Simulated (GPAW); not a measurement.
# Ag (Fm-3m) in GPAW: notebook

The runs below take Ag through single point, with PBE.

All numbers are computed with GPAW 26.7.0; they aren't measurements. Logs are shortened: lines on timing, memory, paths and dates and some standing lists are left out, and cuts for length are marked. The log counts tension as positive stress, the text compression.

### Step 1. Starting point

The structure is cubic, space group Fm-3m (No. 225). The conventional cell has a = 4.085 Å, b = 4.085 Å, c = 4.085 Å, α = 90.00°, β = 90.00°, γ = 90.00°. Ag (site symmetry m-3m) is surrounded by 12 Ag at 2.89 Å.

### Step 2. Single point, PBE

run.py

```python
from ase import Atoms
from ase.dft.bandgap import bandgap
from ase.io import write
from ase.units import GPa
from gpaw import GPAW, PW

atoms = Atoms(['Ag'],
              cell=[[0.0, 2.04275, 2.04275],
                    [2.04275, 0.0, 2.04275],
                    [2.04275, 2.04275, 0.0]],
              scaled_positions=[[0.0, 0.0, 0.0]],
              pbc=True)

calc = GPAW(mode=PW(600),
            xc='PBE',
            kpts={'size': (18, 18, 18), 'gamma': True},
            occupations={'name': 'fermi-dirac', 'width': 0.05},
            nbands=18,
            convergence={'density': 1e-05, 'energy': 1e-05},
            maxiter=60,
            txt='gpaw.txt')
atoms.calc = calc
energy = atoms.get_potential_energy()
forces = atoms.get_forces()
stress = atoms.get_stress()
calc.write('gs.gpw')
write('result.traj', atoms)
print(f'Energy: {energy:.6f} eV')
print('Forces (eV/A):')
print(forces.round(4))
print('Stress (GPa):', (stress / GPa).round(3))
print('Fermi level:', round(calc.get_fermi_level(), 4), 'eV')
print(f'Gap: {bandgap(calc)[0]:.4f} eV, direct: {bandgap(calc, direct=True)[0]:.4f} eV')
```

Potentials or basis: GPAW PAW data sets (gpaw-data 1.2.1), pw.

Run with:

```console
> OMP_NUM_THREADS=1 python run.py
```

gpaw.txt:

```text
__  _  _
 | _ |_)|_||  |
 |__||  | ||/\| - 26.7.0

Input parameters:
  mode=PW(ecut=600.0),
  convergence={'density': 1e-05, 'energy': 1e-05},
  kpts=MonkhorstPack(size=(18, 18, 18), gamma=True),
  maxiter=60,
  nbands=18,
  occupations=Occupations(name='fermi-dirac', width=0.05),
  xc=XC(name='PBE')

Diagonalizing LCAO Hamiltonian
Converting LCAO to pw mode

       Ag

Atoms  # Å, Bohr magnetons
|   | symbol |        x |        y |        z |    initial magnetic moments |
|---|--------|----------|----------|----------|-----------------------------|
| 0 |     Ag | 0.000000 | 0.000000 | 0.000000 | ( 0.0000,  0.0000,  0.0000) |

Unit cell  # Å
| periodic |        x |        y |        z |  lengths |    angles |
|----------|----------|----------|----------|----------|-----------|
|      yes | 0.000000 | 2.042750 | 2.042750 | 2.888885 | 60.000000 |
|      yes | 2.042750 | 0.000000 | 2.042750 | 2.888885 | 60.000000 |
|      yes | 2.042750 | 2.042750 | 0.000000 | 2.888885 | 60.000000 |

Number of symmetries: 48
Symmetry operations  # r_c * U_cc + t_c -> r_c
|    | kind |            matrix            |
|----|------|------------------------------|
|  0 |  σ   |  1, 0, 0,  1, 0,-1,  1,-1, 0 |
|  1 |  C2  |  1, 0, 0,  1,-1, 0,  1, 0,-1 |
|  2 |  E   |  1, 0, 0,  0, 1, 0,  0, 0, 1 |
|  3 |  σ   |  1, 0, 0,  0, 0, 1,  0, 1, 0 |
|  4 |  C4  |  1, 0,-1,  1, 0, 0,  1,-1, 0 |
|  5 |  S6  |  1, 0,-1,  1,-1, 0,  1, 0, 0 |
|  6 |  σ   |  1, 0,-1,  0, 1,-1,  0, 0,-1 |
|  7 |  C3  |  1, 0,-1,  0, 0,-1,  0, 1,-1 |
|  8 |  S6  |  1,-1, 0,  1, 0, 0,  1, 0,-1 |
|  9 |  C4  |  1,-1, 0,  1, 0,-1,  1, 0, 0 |
| 10 |  C3  |  1,-1, 0,  0,-1, 1,  0,-1, 0 |
| 11 |  σ   |  1,-1, 0,  0,-1, 0,  0,-1, 1 |
| 12 |  σ   |  0, 1, 0,  1, 0, 0,  0, 0, 1 |
| 13 |  C4  |  0, 1, 0,  0, 1,-1, -1, 1, 0 |
| 14 |  C3  |  0, 1, 0,  0, 0, 1,  1, 0, 0 |
| 15 |  S6  |  0, 1, 0, -1, 1, 0,  0, 1,-1 |
| 16 |  C2  |  0, 1,-1,  1, 0,-1,  0, 0,-1 |
| 17 |  σ   |  0, 1,-1,  0, 1, 0, -1, 1, 0 |
| 18 |  S4  |  0, 1,-1,  0, 0,-1,  1, 0,-1 |
| 19 |  C4  |  0, 1,-1, -1, 1, 0,  0, 1, 0 |
| 20 |  C3  |  0, 0, 1,  1, 0, 0,  0, 1, 0 |
| 21 |  σ   |  0, 0, 1,  0, 1, 0,  1, 0, 0 |
| 22 |  S6  |  0, 0, 1,  0,-1, 1, -1, 0, 1 |
| 23 |  C4  |  0, 0, 1, -1, 0, 1,  0,-1, 1 |
| 24 |  S4  |  0, 0,-1,  1, 0,-1,  0, 1,-1 |
| 25 |  C3  |  0, 0,-1,  0, 1,-1,  1, 0,-1 |
| 26 |  C2  |  0, 0,-1,  0,-1, 0, -1, 0, 0 |
| 27 |  S6  |  0, 0,-1, -1, 0, 0,  0,-1, 0 |
| 28 |  S4  |  0,-1, 1,  1,-1, 0,  0,-1, 0 |
| 29 |  C4  |  0,-1, 1,  0, 0, 1, -1, 0, 1 |
| 30 |  C2  |  0,-1, 1,  0,-1, 0,  1,-1, 0 |
| 31 |  σ   |  0,-1, 1, -1, 0, 1,  0, 0, 1 |
| 32 |  C3  |  0,-1, 0,  1,-1, 0,  0,-1, 1 |
| 33 |  S6  |  0,-1, 0,  0, 0,-1, -1, 0, 0 |
| 34 |  S4  |  0,-1, 0,  0,-1, 1,  1,-1, 0 |
| 35 |  C2  |  0,-1, 0, -1, 0, 0,  0, 0,-1 |
| 36 |  C2  | -1, 1, 0,  0, 1, 0,  0, 1,-1 |
| 37 |  S6  | -1, 1, 0,  0, 1,-1,  0, 1, 0 |
| 38 |  S4  | -1, 1, 0, -1, 0, 1, -1, 0, 0 |
| 39 |  C3  | -1, 1, 0, -1, 0, 0, -1, 0, 1 |
| 40 |  S6  | -1, 0, 1,  0, 0, 1,  0,-1, 1 |
| 41 |  C2  | -1, 0, 1,  0,-1, 1,  0, 0, 1 |
| 42 |  C3  | -1, 0, 1, -1, 1, 0, -1, 0, 0 |
| 43 |  S4  | -1, 0, 1, -1, 0, 0, -1, 1, 0 |
| 44 |  C2  | -1, 0, 0,  0, 0,-1,  0,-1, 0 |
| 45 |  i   | -1, 0, 0,  0,-1, 0,  0, 0,-1 |
| 46 |  σ   | -1, 0, 0, -1, 1, 0, -1, 0, 1 |
| 47 |  C2  | -1, 0, 0, -1, 0, 1, -1, 1, 0 |

BZ-sampling:
  Number of BZ points: 5832
  Number of IBZ points: 195

  Monkhorst-Pack size: [18, 18, 18]
  Monkhorst-Pack shift: [0.027777777777777776, 0.027777777777777776, 0.027777777777777776]

K-points  # in reciprocal-cell coordinates
|     |                                coordinates |     weight |
|-----|--------------------------------------------|------------|
|   0 | ( -0.00000000,  -0.00000000,  -0.00000000) | 0.00017147 |
|   1 | (  0.05555556,   0.05555556,  -0.00000000) | 0.00102881 |
|   2 | (  0.05555556,   0.05555556,   0.05555556) | 0.00137174 |
|   3 | (  0.11111111,   0.05555556,   0.05555556) | 0.00205761 |
|   4 | (  0.11111111,   0.11111111,  -0.00000000) | 0.00102881 |
|   5 | (  0.11111111,   0.11111111,   0.05555556) | 0.00411523 |
|   6 | (  0.11111111,   0.11111111,   0.11111111) | 0.00137174 |
|   7 | (  0.16666667,   0.11111111,   0.05555556) | 0.00411523 |
|   8 | (  0.16666667,   0.11111111,   0.11111111) | 0.00411523 |
|   9 | (  0.16666667,   0.16666667,  -0.00000000) | 0.00102881 |
| ... |                                            |            |
| 194 | (  0.50000000,   0.50000000,   0.50000000) | 0.00068587 |

Plane wave coefficients: 588
Cutoff: 600.0 eV

Spin-components: 1 (collinear spins)
Bands:           18
Projectors:      6
Spin-degeneracy: 2
Datatype:        complex128

Parallelization:
  kpt:    1
  domain: 1
  band:   1

Density:
  Valence electrons: 17.0
  Components: 1
  Grid points: [18 18 18]
  Charge: 0.0  # |e|

Potential:
  Grid points: [18 18 18]

species:
  Ag:
    name:    Silver
    Z:       47.0
    valence: 17
    core:    30
    charge:  0.0  # [|e|]
    compensation charges:
      type: gauss
      rc: 0.40  # [Å]
      lmax: 2
    cutoffs:
      filter: 2.35  # [Å]
      core: 2.19  # [Å]
    projectors
    | kind |    occ | energy [eV] | rcut [Å] |
    |------|--------|-------------|----------|
    |   5s |  1.000 |      -4.401 |    1.286 |
    |   4p |  6.000 |     -58.577 |    1.328 |
    |   5p |  0.000 |      -0.738 |    1.328 |
    |   4d | 10.000 |      -7.446 |    1.180 |
    |    s |        |      22.811 |    1.286 |
    |    d |        |      19.766 |    1.180 |

    Using partial waves for Ag as LCAO basis

Reference energy: -144597.826354  # eV

eigensolver:
  PPCG
  Converge bands: occupied
  niter=2

density mixing:
  MSR1-Mixer
  Pratt-step length: 0.05
  Maximum mixing coefficient: 0.75
  Old densities: 10
  SVD Regularization: 0.005
  Good broyden scale: 1.0
  Trust region scale: 1.0
  Backstep threshold: 4.0
  History deletion threshold: 6.0
  Fourier metric: weight=20.0, sigma=0.015

occupation numbers:
  Fermi-Dirac:
    width: 0.0500  # eV

poisson solver:
  ecut: 4800.0  # eV

xc functional:
  name: PBE with 2 nearest neighbor stencil

convergence criteria:
- Maximum integral of absolute [dens]ity change: 1e-05 electrons / valence electron
- Maximum [total energy] change in last 3 cyles: 1e-05 eV / valence electron
- Maximum integral of absolute [eigenst]ate change: 4e-08 eV^2 / valence electron
maximum number of iterations: 60

SCF iterations
|iter     | |      energy | eigst |  dens |
|---------|-|-------------|-------|-------|
|iter:   1| |   -3.111267 | -0.63 |       |
|iter:   2| |   -3.048547 | -3.48 | -1.31 |
|iter:   3| |   -2.862003 | -3.11 | -1.37 |
|iter:   4| |   -2.859498 | -4.36 | -2.13 |
|iter:   5| |   -2.858771 | -4.31 | -2.40 |
|iter:   6| |   -2.858773 | -7.01 | -3.88 |
|iter:   7| |   -2.858774c| -7.43c| -4.14 |
|iter:   8| |   -2.858774c| -8.91c| -5.43c|

Converged in 8 steps
Energy contributions relative to reference atoms: (reference = -144597.826354)

Energy contributions:
  Kinetic:          -0.467166
  Coulomb:          -0.645052
  Zero:              0.168087
  External:          0.000000
  Xc:               -1.913825
  Entropy:          -0.001634
  Spinorbit:         0.000000
  ----------------------------
  Free energy:      -2.859591
  Extrapolated:     -2.858774

dipole moment: (-12.759167, -12.759167, -12.759167)  # |e|*Ang

Fermi level: 8.249
Eigenvalues  # (at kpt = [-0.000, -0.000, -0.000])
| band index |      eig [eV] | occ [0-2] |
|------------|---------------|-----------|
|          0 |       -47.114 |     2.000 |
|          1 |       -47.114 |     2.000 |
|          2 |       -47.114 |     2.000 |
|          3 |         0.477 |     2.000 |
|          4 |         3.490 |     2.000 |
|          5 |         3.490 |     2.000 |
[... 10 lines left out ...]
|         16 |        33.530 |     0.000 |
|         17 |        38.783 |     0.000 |

No gap
No difference between direct/indirect transitions

Forces  # eV/Ang
|        x |       y |       z |
|----------|---------|---------|
| -0.00000 | 0.00000 | 0.00000 |  # Ag   0

Stress tensor  # eV/Ang^3
|         x |         y |         z |
|-----------|-----------|-----------|
| -0.029083 | -0.000000 | -0.000000 |
| -0.000000 | -0.029083 |  0.000000 |
| -0.000000 |  0.000000 | -0.029083 |

# Writing to gs.gpw (mode='')
```

It took 35 s on 1 thread of Intel Xeon Platinum 8488C (Sapphire Rapids), shared host; peak memory 0.17 GiB.

Results:

| Quantity | Value |
| --- | --- |
| Free energy | -2.8596 eV |
| Pressure | 4.7 GPa |
| Band gap on the k mesh | none (metal or under the smearing width) |

### Step 3. Single point, PBE

run.py: that of step 2 with these lines changed.

```diff
@@ -1,4 +1,3 @@
-from ase import Atoms
 from ase.dft.bandgap import bandgap
-from ase.io import write
+from ase.io import read, write
 from ase.units import GPa
@@ -6,12 +5,7 @@
 
-atoms = Atoms(['Ag'],
-              cell=[[0.0, 2.04275, 2.04275],
-                    [2.04275, 0.0, 2.04275],
-                    [2.04275, 2.04275, 0.0]],
-              scaled_positions=[[0.0, 0.0, 0.0]],
-              pbc=True)
+atoms = read('POSCAR')
 
-calc = GPAW(mode=PW(600),
+calc = GPAW(mode=PW(900),
             xc='PBE',
-            kpts={'size': (18, 18, 18), 'gamma': True},
+            kpts={'size': (11, 11, 11), 'gamma': True},
             occupations={'name': 'fermi-dirac', 'width': 0.05},
```

POSCAR

```
Ag
1.0
    0.0000000000      2.0427500000      2.0427500000
    2.0427500000      0.0000000000      2.0427500000
    2.0427500000      2.0427500000      0.0000000000
Ag
1
Direct
    0.0000000000      0.0000000000      0.0000000000
```

Potentials or basis: GPAW PAW data sets (gpaw-data 1.2.1), pw.

Run with:

```console
> OMP_NUM_THREADS=1 python run.py
```

Wall time 9.8 s (1 thread of Intel Xeon Platinum 8488C (Sapphire Rapids), shared host); peak memory 0.16 GiB.

The run converged. Its results:

| Property | Result |
| --- | --- |
| Free energy | -2.8605 eV |
| Pressure | 4.3 GPa |
| Band gap on the k mesh | none (metal or under the smearing width) |

Levels at points of the mesh, in eV from the Fermi level:
| k point | band 7 | band 8 | band 9 | band 10 | band 11 | band 12 |
| --- | --- | --- | --- | --- | --- | --- |
| (0.00, 0.00, 0.00) | -5.02 | -3.99 | -3.99 | 15.99 | 19.64 | 19.64 |
